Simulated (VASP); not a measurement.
# Ba (Fm-3m) in VASP: a series of runs, part 2 of 2

VASP 6.6.1. The steps go on from the part before.

## 4. Density of states, PBE0, spin-orbit coupling, no magnetisation (cell strained at random at fixed volume)

POSCAR

```
Ba
1.0
    0.0265650000      3.2691820000      3.1757060000
    3.2276540000      0.0668210000      3.1354500000
    3.3265310000      3.3278030000     -0.0320560000
Ba
1
Cartesian
   -0.0013251121      0.0040133588     -0.0163174016
```

INCAR.step1

```
SYSTEM = Ba
PREC     = Accurate       ! precision mode
ENCUT    = 520            ! plane-wave cutoff, eV
EDIFF    = 1E-5           ! SCF threshold, eV
ISMEAR   = 0              ! smearing method
SIGMA    = 0.05           ! smearing width, eV
LREAL    = .False.        ! projectors in reciprocal space
LASPH    = .True.         ! aspherical terms in the spheres
NELM     = 60             ! most SCF steps
ALGO     = Normal         ! electronic algorithm
ISIF     = 2              ! what is computed and relaxed
LWAVE    = .True.         ! write WAVECAR
LCHARG   = .False.        ! write CHGCAR
LNONCOLLINEAR= .True.         ! non-collinear magnetism
MAGMOM   = 0 0 0          ! initial moments
LSORBIT  = .True.         ! spin-orbit coupling
GGA_COMPAT= .False.      
GGA      = PE             ! functional
```

INCAR.step2

```
SYSTEM = Ba
PREC     = Accurate       ! precision mode
ENCUT    = 520            ! plane-wave cutoff, eV
EDIFF    = 1E-7           ! SCF threshold, eV
ISMEAR   = -5             ! smearing method
SIGMA    = 0.05           ! smearing width, eV
LREAL    = .False.        ! projectors in reciprocal space
LASPH    = .True.         ! aspherical terms in the spheres
NELM     = 60             ! most SCF steps
ALGO     = Normal         ! electronic algorithm
ISIF     = 2              ! what is computed and relaxed
LWAVE    = .False.        ! write WAVECAR
LCHARG   = .False.        ! write CHGCAR
LNONCOLLINEAR= .True.         ! non-collinear magnetism
MAGMOM   = 0 0 0          ! initial moments
LORBIT   = 11             ! projections on sites
LSORBIT  = .True.         ! spin-orbit coupling
GGA_COMPAT= .False.      
GGA      = PE             ! functional
LHFCALC  = .True.         ! exact exchange
AEXX     = 0.25           ! exact-exchange fraction
PRECFOCK = Fast         
HFRCUT   = -1           
ISTART   = 1            
NEDOS    = 2001           ! points of the DOS
```

KPOINTS

```
regular mesh
0
Gamma
  4 4 4
  0 0 0
```

Potentials or basis: VASP PAW PBE potentials, release 54 (Ba_sv).

Run with:

```
> cat potpaw_PBE.54/Ba_sv/POTCAR > POTCAR
> cp INCAR.step1 INCAR
> mpirun -np 1 vasp_ncl > vasp.out
> cp INCAR.step2 INCAR
> mpirun -np 1 vasp_ncl > vasp.out
```

OUTCAR:

```text
SYSTEM = Ba
   PREC = Accurate
   ENCUT = 520
   EDIFF = 1E-7
   ISMEAR = -5
   LREAL = .False.
   LASPH = .True.
   NELM = 60
   ISIF = 2
   LNONCOLLINEAR = .True.
   LORBIT = 11
   LSORBIT = .True.
   GGA = PE
   LHFCALC = .True.
   AEXX = 0.25
   PRECFOCK = Fast
   ISTART = 1

 ion  position               nearest neighbor table
   1  0.998  0.997  0.003-

  LATTYP: Found a triclinic cell.
 ALAT       =     4.5577807370
 B/A-ratio  =     0.9934883258
 C/A-ratio  =     1.0323958624
 COS(alpha) =     0.0003292067
 COS(beta)  =     0.5066488917
 COS(gamma) =     0.5093447235

  Lattice vectors:

 A1 = (  -0.0265650000,  -3.2691820000,  -3.1757060000)
 A2 = (   3.2010890000,  -3.2023610000,  -0.0402560000)
 A3 = (  -3.3265310000,  -3.3278030000,   0.0320560000)

Analysis of symmetry for initial positions (statically):
=====================================================================
 Subroutine PRICEL returns:
 Original cell was already a primitive cell.

 Routine SETGRP: Setting up the symmetry group for a
 triclinic supercell.

 Subroutine GETGRP returns: Found  2 space group operations
 (whereof  1 operations were pure point group operations)
 out of a pool of  2 trial point group operations.

The static configuration has the point symmetry C_1 .
 The point group associated with its full space group is S_2 .

Analysis of symmetry for dynamics (positions and initial velocities):
=====================================================================
 Subroutine PRICEL returns:
 Original cell was already a primitive cell.

 Routine SETGRP: Setting up the symmetry group for a
 triclinic supercell.

 Subroutine GETGRP returns: Found  2 space group operations
 (whereof  1 operations were pure point group operations)
 out of a pool of  2 trial point group operations.
[... 179 lines left out ...]

 E-fermi :   1.2165     XC(G=0):  -5.7256

 val. band max:        1.2026760785   @ k =  -0.2500   0.2500   0.5000
 cond. band min:       1.9678359224   @ k =   0.5000   0.5000  -0.0000
 fundamental gap:      0.7651598439
 Fermi energy:         1.2165208806

 k-point     1 :       0.0000    0.0000    0.0000
  band No.  band energies     occupation
      1     -30.4095      1.00000
      2     -30.4095      1.00000
      3     -15.7127      1.00000
      4     -15.7127      1.00000
      5     -13.6458      1.00000
      6     -13.6458      1.00000
[... 481 lines left out ...]
      5     -13.9505      1.00000
      6     -13.9505      1.00000
[... 10 lines left out ...]
     17       6.4538      0.00000
     18       6.4538      0.00000

 [... further k-points ...]
[... 5 lines left out ...]
  --------------------------------------------------------------------------------------
  -------------------------------------------------------------------------------------
  Total        0.0083465      0.0022962      0.0729329     -0.1728883     -0.0054006      0.1112025
  in kB        0.1979263      0.0544508      1.7295067     -4.0998135     -0.1280681      2.6370187
  external PRESSURE =       0.6606279 kB  Pullay stress =       0.0000000 kB

 VOLUME and BASIS-vectors are now :
 -----------------------------------------------------------------------------
  energy-cutoff  :      520.00
  volume of cell :       67.56
      direct lattice vectors                 reciprocal lattice vectors
     0.026565000  3.269182000  3.175706000    -0.154466609  0.155907259  0.155686389
     3.227654000  0.066821000  3.135450000     0.157968781 -0.156370508  0.159651810
     3.326531000  3.327803000 -0.032056000     0.148573646  0.150477546 -0.156149638

 POSITION                                       TOTAL-FORCE (eV/Angst)
 -----------------------------------------------------------------------------------
      3.25289      3.34002      6.29484         0.000000      0.000000      0.000000
 -----------------------------------------------------------------------------------
    total drift:                               -0.000000     -0.000003      0.000000

  FREE ENERGIE OF THE ION-ELECTRON SYSTEM (eV)
  ---------------------------------------------------
  free  energy   TOTEN  =        -2.0198211955 eV

  energy  without entropy=       -2.0198211955  energy(sigma->0) =       -2.01982120

 Spin-Orbit-Coupling matrix elements

 Ion:    1  E_soc:     -0.3929380
 l=   1
     0.0000000    -0.0654902    -0.0654776
    -0.0654902     0.0000000    -0.0654907
    -0.0654776    -0.0654907     0.0000000
 l=   2
     0.0000000     0.0000081     0.0000000     0.0000082    -0.0000141
     0.0000081     0.0000000    -0.0000199     0.0000092     0.0000091
     0.0000000    -0.0000199     0.0000000    -0.0000197     0.0000000
     0.0000082     0.0000092    -0.0000197     0.0000000     0.0000088
    -0.0000141     0.0000091     0.0000000     0.0000088     0.0000000
 l=   3
     0.0000000     0.0000000     0.0000000     0.0000000     0.0000000     0.0000000     0.0000000
     0.0000000     0.0000000     0.0000000     0.0000000     0.0000000     0.0000000     0.0000000
     0.0000000     0.0000000     0.0000000     0.0000000     0.0000000     0.0000000     0.0000000
     0.0000000     0.0000000     0.0000000     0.0000000     0.0000000     0.0000000     0.0000000
     0.0000000     0.0000000     0.0000000     0.0000000     0.0000000     0.0000000     0.0000000
     0.0000000     0.0000000     0.0000000     0.0000000     0.0000000     0.0000000     0.0000000
     0.0000000     0.0000000     0.0000000     0.0000000     0.0000000     0.0000000     0.0000000

 total charge

# of ion       s       p       d       tot
------------------------------------------
    1        2.067   5.568   0.199   7.834

 magnetization (x)

# of ion       s       p       d       tot
------------------------------------------
    1        0.000  -0.000   0.000   0.000

 magnetization (y)

# of ion       s       p       d       tot
------------------------------------------
    1        0.000  -0.000  -0.000   0.000

 magnetization (z)

# of ion       s       p       d       tot
------------------------------------------
    1        0.000  -0.000  -0.000   0.000
```

OUTCAR.step1:

```text
SYSTEM = Ba
   PREC = Accurate
   ENCUT = 520
   EDIFF = 1E-5
   ISMEAR = 0
   LREAL = .False.
   LASPH = .True.
   NELM = 60
[... 771 lines left out ...]
 l=   3
     0.0000000     0.0000000     0.0000000     0.0000000     0.0000000     0.0000000     0.0000000
     0.0000000     0.0000000     0.0000000     0.0000000     0.0000000     0.0000000     0.0000000
     0.0000000     0.0000000     0.0000000     0.0000000     0.0000000     0.0000000     0.0000000
     0.0000000     0.0000000     0.0000000     0.0000000     0.0000000     0.0000000     0.0000000
     0.0000000     0.0000000     0.0000000     0.0000000     0.0000000     0.0000000     0.0000000
     0.0000000     0.0000000     0.0000000     0.0000000     0.0000000     0.0000000     0.0000000
     0.0000000     0.0000000     0.0000000     0.0000000     0.0000000     0.0000000     0.0000000

=======================================================================
```

It took 25 min on 1 thread of AMD EPYC 9R45 (Zen 5), shared host; peak memory 0.39 GiB.

What came out:

```
Free energy                                           : -2.0198 eV
Pressure                                              : 0.1 GPa
Valence electrons inside the program's atomic spheres : Ba 7.83
```

Caveat: the k mesh is coarse (spacing up to 0.43 Å⁻¹), so the values aren't converged, least of all with exact exchange; the PAW data sets were made with another functional, which shifts forces and pressure a little.

## 5. For comparison

An earlier run on the cell as given: functional PBE; potentials or basis VASP PAW PBE potentials, release 64 (Ba_sv); cutoff 520 eV; k mesh 7 × 7 × 7; occupations fermi-dirac, width 0.05 eV; no spin polarisation.

- Pressure: -0.3 GPa
- Band gap on the k mesh: none (metal or under the smearing width)

## 6. Overview

```csv
task,level,potentials or basis,spin,cell,k mesh,smearing,grid for exact exchange (PRECFOCK),exchange at q = 0,mesh quality,gap on the mesh (eV),pressure (GPa)
optical spectrum,BEEF-vdW,"VASP PAW PBE potentials, release 64 (Ba_sv)","SOC, no magnetisation",cell strained at random at fixed volume,5 × 5 × 5,tetrahedron,-,-,not flagged,-,-0.4
density of states,TB-mBJ,"VASP PAW PBE potentials, release 64 (Ba_sv)",off,as given,7 × 7 × 7,tetrahedron,-,-,not flagged,0.02,-
density of states,PBE0,"VASP PAW PBE potentials, release 54 (Ba_sv)","SOC, no magnetisation",cell strained at random at fixed volume,4 × 4 × 4,tetrahedron,Fast,truncated,coarse,-,0.1
single point,PBE,"VASP PAW PBE potentials, release 64 (Ba_sv)",off,as given,7 × 7 × 7,fermi-dirac 0.05 eV,-,-,not flagged,none,-0.3
```

Alike in all rows: cutoff (eV) 520.

Caveats: some runs use coarse meshes; the PAW data sets were made with another functional, which shifts forces and pressure a little (some runs); spectra need much finer meshes, so this one isn't converged (some runs); independent-particle spectra lack excitons (some runs); spin-orbit coupling is left out, which moves the levels of the heavy elements (some runs); an odd mesh through Γ misses points on the zone boundary, where band edges often lie (some runs).

Absolute energies hang on the potentials; compare differences alone.
